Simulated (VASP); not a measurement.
# Rb (Im-3m) in VASP: notebook, part 2 of 3

VASP 6.6.1.

## 3. Relaxation of the atoms, r2SCAN (a relaxed cell with its volume scaled by 1.02)

INCAR

```
ALGO = Normal
EDIFF = 1E-7
EDIFFG = -0.01
ENCUT = 600
IBRION = 2
ISIF = 2
ISMEAR = 1
LASPH = True
LCHARG = False
LMIXTAU = True
LREAL = False
LWAVE = False
METAGGA = R2SCAN
NELM = 80
NSW = 40
PREC = Accurate
SIGMA = 0.1
```

KPOINTS

```
k-points
0
Gamma
  10 10 10
```

POSCAR

```
Rb                                      
1.0
   -2.8933167786      2.8933167786      2.8933167786
    2.8933167786     -2.8933167786      2.8933167786
    2.8933167786      2.8933167786     -2.8933167786
  Rb            
     1
Direct
     0.0000000000000000    0.0000000000000000    0.0000000000000000
```

Potentials or basis: VASP PAW PBE potentials, release 64 (Rb_sv).

Started as:

```console
$ cat potpaw_PBE.64/Rb_sv/POTCAR > POTCAR
$ mpirun -np 1 vasp_std > vasp.out
```

OUTCAR:

```text
EDIFF = 1E-7
   EDIFFG = -0.01
   ENCUT = 600
   IBRION = 2
   ISIF = 2
   ISMEAR = 1
   LASPH = True
   LREAL = False
   METAGGA = R2SCAN
   NELM = 80
   NSW = 40
   PREC = Accurate

 ion  position               nearest neighbor table
   1  0.000  0.000  0.000-

  LATTYP: Found a body centered cubic cell.
 ALAT       =     5.7866335572

  Lattice vectors:

 A1 = (  -2.8933167786,   2.8933167786,   2.8933167786)
 A2 = (   2.8933167786,  -2.8933167786,   2.8933167786)
 A3 = (   2.8933167786,   2.8933167786,  -2.8933167786)

Analysis of symmetry for initial positions (statically):
=====================================================================
 Subroutine PRICEL returns:
 Original cell was already a primitive cell.

 Routine SETGRP: Setting up the symmetry group for a
 body centered cubic supercell.

 Subroutine GETGRP returns: Found 48 space group operations
 (whereof 48 operations were pure point group operations)
 out of a pool of 48 trial point group operations.

The static configuration has the point symmetry O_h .

Analysis of symmetry for dynamics (positions and initial velocities):
=====================================================================
 Subroutine PRICEL returns:
 Original cell was already a primitive cell.

 Routine SETGRP: Setting up the symmetry group for a
 body centered cubic supercell.

 Subroutine GETGRP returns: Found 48 space group operations
 (whereof 48 operations were pure point group operations)
 out of a pool of 48 trial point group operations.

The dynamic configuration has the point symmetry O_h .

 Subroutine INISYM returns: Found 48 space group operations
 (whereof 48 operations are pure point group operations),
 and found     1 'primitive' translations

----------------------------------------------------------------------------------------

                                     Primitive cell

  volume of cell :      96.8831

  direct lattice vectors                    reciprocal lattice vectors
    -2.893316779  2.893316779  2.893316779     0.000000000  0.172812049  0.172812049
     2.893316779 -2.893316779  2.893316779     0.172812049  0.000000000  0.172812049
     2.893316779  2.893316779 -2.893316779     0.172812049  0.172812049  0.000000000

  length of vectors
     5.011371663  5.011371663  5.011371663     0.244393143  0.244393143  0.244393143

  position of ions in fractional coordinates (direct lattice)
     0.000000000  0.000000000  0.000000000

  ion indices of the primitive-cell ions
   primitive index   ion index
                 1           1

----------------------------------------------------------------------------------------

 KPOINTS: k-points

Automatic generation of k-mesh.
 Grid dimensions read from file:
 generate k-points for:   10   10   10

 Generating k-lattice:

  Cartesian coordinates                     Fractional coordinates (reciprocal lattice)
     0.000000000  0.017281205  0.017281205     0.100000000  0.000000000  0.000000000
     0.017281205  0.000000000  0.017281205     0.000000000  0.100000000  0.000000000
     0.017281205  0.017281205  0.000000000     0.000000000  0.000000000  0.100000000

  Length of vectors
     0.024439314  0.024439314  0.024439314

  Shift w.r.t. Gamma in fractional coordinates (k-lattice)
     0.000000000  0.000000000  0.000000000

 Subroutine IBZKPT returns following result:
 ===========================================

 Found     47 irreducible k-points:

 Following reciprocal coordinates:
            Coordinates               Weight
  0.000000  0.000000  0.000000      1.000000
  0.100000  0.000000  0.000000     12.000000
  0.200000  0.000000  0.000000     12.000000
  0.300000  0.000000  0.000000     12.000000
  0.400000  0.000000  0.000000     12.000000
  0.500000  0.000000  0.000000      6.000000
[... 16 lines left out ...]
  0.300000  0.300000  0.100000      8.000000
 -0.300000  0.300000  0.100000     24.000000
 [... further k-points ...]
   k-points           NKPTS =     47   k-points in BZ     NKDIM =     47   number of bands    NBANDS=      8
   number of dos      NEDOS =    301   number of ions     NIONS =      1
   total plane-waves  NPLWV =  64000
   dimension x,y,z NGX =    40 NGY =   40 NGZ =   40
   dimension x,y,z NGXF=    80 NGYF=   80 NGZF=   80
   ions per type =               1
   NGX,Y,Z   is equivalent  to a cutoff of  13.27, 13.27, 13.27 a.u.
   NGXF,Y,Z  is equivalent  to a cutoff of  26.54, 26.54, 26.54 a.u.
 SYSTEM =  unknown system
   PREC   = accura    normal or accurate (medium, high low for compatibility)
   ISTART =      0    job   : 0-new  1-cont  2-samecut
   ICHARG =      2    charge: 1-file 2-atom 10-const
   ISPIN  =      1    spin polarized calculation?
   LNONCOLLINEAR =      F non collinear calculations
   LSORBIT =      F    spin-orbit coupling
   LASPH  =      T    aspherical Exc in radial PAW
   ENCUT  =  600.0 eV  44.10 Ry    6.64 a.u.  10.01 10.01 10.01*2*pi/ulx,y,z
   NELM   =     80;   NELMIN=  2; NELMDL= -5     # of ELM steps
   EDIFF  = 0.1E-06   stopping-criterion for ELM
   LREAL  =      F    real-space projection
   EDIFFG = -.1E-01   stopping-criterion for IOM
   NSW    =     40    number of steps for IOM
   IBRION =      2    ionic relax: 0-MD 1-quasi-New 2-CG
   NFREE  =      1    steps in history (QN), initial steepest desc. (CG)
   ISIF   =      2    stress and relaxation
   ISYM   =      2    0-nonsym 1-usesym 2-fastsym
   POTIM  = 0.5000    time-step for ionic-motion
   TEBEG  =    0.0;   TEEND  =   0.0 temperature during run
   PSTRESS=    0.0 pullay stress
   NELECT =       9.0000    total number of electrons
   NUPDOWN=      -1.0000    fix difference up-down
   EMIN   =  10.00;   EMAX   =-10.00  energy-range for DOS
   EFERMI =   0.00;   METHOD = LEGACY
   ISMEAR =     1;   SIGMA  =   0.10  broadening in eV -4-tet -1-fermi 0-gaus
   EFERMI_NEDOS =   21; number of points for ismear=-14 and -15
   IALGO  =     38    algorithm
   IMIX   =      4    mixing-type and parameters
     AMIX     =   0.40;   BMIX     =  1.00
     AMIX_MAG =   1.60;   BMIX_MAG =  1.00
  volume/ion in A,a.u.               =      96.88       653.80
  Fermi-wavevector in a.u.,A,eV,Ry     =   0.741435  1.401109  7.479472  0.549726
  Thomas-Fermi vector in A             =   1.836075
   LORBIT       =      0    0 simple, 1 ext, 2 COOP (PROOUT), +10 PAW based schemes
   METAGGA = R2SCAN    functional components
   LHFCALC =     F    Hartree Fock is set to
   AEXX    =    0.0000 exact exchange contribution
   IVDW    =     0    specifies the selected vdW correction
   LEPSILON=     F    determine dielectric tensor
   LRPA    =     F    only Hartree local field effects (RPA)
 conjugate gradient relaxation of ions
 non-spin polarized calculation
 Methfessel and Paxton  Order N= 1 SIGMA  =   0.10
  energy-cutoff  :      600.00
  volume of cell :       96.88
 maximum number of plane-waves:      3300
   NGX = 19   NGY = 19   NGZ = 19

 number of electron       9.0000000 magnetization

 Free energy of the ion-electron system (eV)
  ---------------------------------------------------
  ext. energy  EPLUGINS =         0.00000000
  ---------------------------------------------------
  free energy    TOTEN  =       -13.91558168 eV

  energy without entropy =      -13.91465957  energy(sigma->0) =      -13.91527431

 E-fermi :  -0.0655     XC(G=0):  -5.5694

 val. band max:       -0.0699537312   @ k =   0.3000   0.2000   0.0000
 cond. band min:       0.0115741890   @ k =  -0.4000   0.4000   0.2000
 fundamental gap:      0.0815279202
 Fermi energy:        -0.0655301772

 k-point     1 :       0.0000    0.0000    0.0000
  band No.  band energies     occupation
      1     -30.1806      2.00000
      2     -13.6748      2.00000
      3     -13.6748      2.00000
      4     -13.6748      2.00000
      5      -2.0788      2.00000
      6       3.9858      0.00000
      7       3.9858      0.00000
      8       3.9858      0.00000
[... 243 lines left out ...]
 k-point    24 :      -0.3000    0.3000    0.1000
  band No.  band energies     occupation
      1     -30.1781      2.00000
      2     -13.7259      2.00000
      3     -13.6946      2.00000
      4     -13.6808      2.00000
      5      -0.9605      2.00000
      6       2.1924      0.00000
      7       3.1159      0.00000
      8       3.9799      0.00000

 [... further k-points ...]

------------------------ aborting loop because EDIFF is reached ----------------------------------------

  FORCE on cell =-STRESS in cart. coord.  units (eV):
  Direction    XX          YY          ZZ          XY          YZ          ZX
  --------------------------------------------------------------------------------------
  -------------------------------------------------------------------------------------
  Total       -0.0301637     -0.0301637     -0.0301637     -0.0000000     -0.0000000      0.0000000
  in kB       -0.4988246     -0.4988246     -0.4988246     -0.0000000     -0.0000000      0.0000000
  external PRESSURE =      -0.4988246 kB  Pullay stress =       0.0000000 kB

 VOLUME and BASIS-vectors are now :
 -----------------------------------------------------------------------------
  energy-cutoff  :      600.00
  volume of cell :       96.88
      direct lattice vectors                 reciprocal lattice vectors
    -2.893316779  2.893316779  2.893316779     0.000000000  0.172812049  0.172812049
     2.893316779 -2.893316779  2.893316779     0.172812049  0.000000000  0.172812049
     2.893316779  2.893316779 -2.893316779     0.172812049  0.172812049  0.000000000

 POSITION                                       TOTAL-FORCE (eV/Angst)
 -----------------------------------------------------------------------------------
      0.00000      0.00000      0.00000        -0.000000      0.000000     -0.000000
 -----------------------------------------------------------------------------------
    total drift:                               -0.000000     -0.000000     -0.000000

  FREE ENERGIE OF THE ION-ELECTRON SYSTEM (eV)
  ---------------------------------------------------
  free  energy   TOTEN  =       -13.9155816760 eV

  energy  without entropy=      -13.9146595652  energy(sigma->0) =      -13.91527431

 reached required accuracy - stopping structural energy minimisation
```

CONTCAR:

```text
Rb
   1.00000000000000
    -2.8933167786000000    2.8933167786000000    2.8933167786000000
     2.8933167786000000   -2.8933167786000000    2.8933167786000000
     2.8933167786000000    2.8933167786000000   -2.8933167786000000
  Rb
     1
Direct
     0.0000000000000000    0.0000000000000000    0.0000000000000000

  0.00000000E+00  0.00000000E+00  0.00000000E+00
```

It took 7.9 min on 1 thread of AMD EPYC 7R13 (Zen 3), shared host; peak memory 0.25 GiB.

What came out:

```
Free energy             : -13.9156 eV
Pressure after relaxing : 0.0 GPa
Band gap on the k mesh  : none (metal or under the smearing width)
```

Final structure:
```cif
data_structure
_symmetry_space_group_name_H-M 'P 1'
_symmetry_Int_Tables_number 1
_cell_length_a 5.0114
_cell_length_b 5.0114
_cell_length_c 5.0114
_cell_angle_alpha 109.471
_cell_angle_beta 109.471
_cell_angle_gamma 109.471
_cell_volume 96.88
loop_
_atom_site_label
_atom_site_type_symbol
_atom_site_fract_x
_atom_site_fract_y
_atom_site_fract_z
_atom_site_occupancy
Rb1 Rb 0.00000 0.00000 0.00000 1
```

Caveat: the relaxation stopped at its first step, so nothing moved; the PAW data sets were made with another functional, which shifts forces and pressure a little.

## 4. Relaxation of the atoms, r2SCAN (a relaxed cell with its volume scaled by 1.04)

INCAR is that of step 3.

KPOINTS is that of step 3.

POSCAR

```
Rb                                      
1.0
   -2.9121050764      2.9121050764      2.9121050764
    2.9121050764     -2.9121050764      2.9121050764
    2.9121050764      2.9121050764     -2.9121050764
  Rb            
     1
Direct
     0.0000000000000000    0.0000000000000000    0.0000000000000000
```

Potentials or basis: VASP PAW PBE potentials, release 64 (Rb_sv).

Started as:

```console
$ cat potpaw_PBE.64/Rb_sv/POTCAR > POTCAR
$ mpirun -np 1 vasp_std > vasp.out
```

OUTCAR:

```text
EDIFF = 1E-7
   EDIFFG = -0.01
   ENCUT = 600
   IBRION = 2
   ISIF = 2
   ISMEAR = 1
   LASPH = True
   LREAL = False
   METAGGA = R2SCAN
   NELM = 80
   NSW = 40
   PREC = Accurate

 ion  position               nearest neighbor table
   1  0.000  0.000  0.000-

  LATTYP: Found a body centered cubic cell.
 ALAT       =     5.8242101528

  Lattice vectors:

 A1 = (  -2.9121050764,   2.9121050764,   2.9121050764)
 A2 = (   2.9121050764,  -2.9121050764,   2.9121050764)
[... 449 lines left out ...]
------------------------ aborting loop because EDIFF is reached ----------------------------------------

  FORCE on cell =-STRESS in cart. coord.  units (eV):
  Direction    XX          YY          ZZ          XY          YZ          ZX
  --------------------------------------------------------------------------------------
  -------------------------------------------------------------------------------------
  Total       -0.0586430     -0.0586430     -0.0586430     -0.0000000     -0.0000000      0.0000000
  in kB       -0.9511424     -0.9511424     -0.9511424     -0.0000000     -0.0000000      0.0000000
  external PRESSURE =      -0.9511424 kB  Pullay stress =       0.0000000 kB

 VOLUME and BASIS-vectors are now :
 -----------------------------------------------------------------------------
  energy-cutoff  :      600.00
  volume of cell :       98.78
      direct lattice vectors                 reciprocal lattice vectors
    -2.912105076  2.912105076  2.912105076     0.000000000  0.171697101  0.171697101
     2.912105076 -2.912105076  2.912105076     0.171697101  0.000000000  0.171697101
     2.912105076  2.912105076 -2.912105076     0.171697101  0.171697101  0.000000000

 POSITION                                       TOTAL-FORCE (eV/Angst)
 -----------------------------------------------------------------------------------
      0.00000      0.00000      0.00000        -0.000000      0.000000     -0.000000
 -----------------------------------------------------------------------------------
    total drift:                               -0.000000     -0.000000     -0.000000

  FREE ENERGIE OF THE ION-ELECTRON SYSTEM (eV)
  ---------------------------------------------------
  free  energy   TOTEN  =       -13.9147282936 eV

  energy  without entropy=      -13.9138067392  energy(sigma->0) =      -13.91442111

 reached required accuracy - stopping structural energy minimisation
```

It took 5.8 min on 1 thread of AMD EPYC 7R13 (Zen 3), shared host; peak memory 0.26 GiB.

Results:

```
Free energy             : -13.9147 eV
Pressure after relaxing : -0.1 GPa
Band gap on the k mesh  : none (metal or under the smearing width)
```

Final structure:
```
Rb
1.0
    -2.91211    2.91211    2.91211
     2.91211   -2.91211    2.91211
     2.91211    2.91211   -2.91211
Rb
1
Cartesian
  0.0000 0.0000 0.0000
```

Caveat: the relaxation stopped at its first step, so nothing moved; the PAW data sets were made with another functional, which shifts forces and pressure a little.

[end of part 2 of 3]
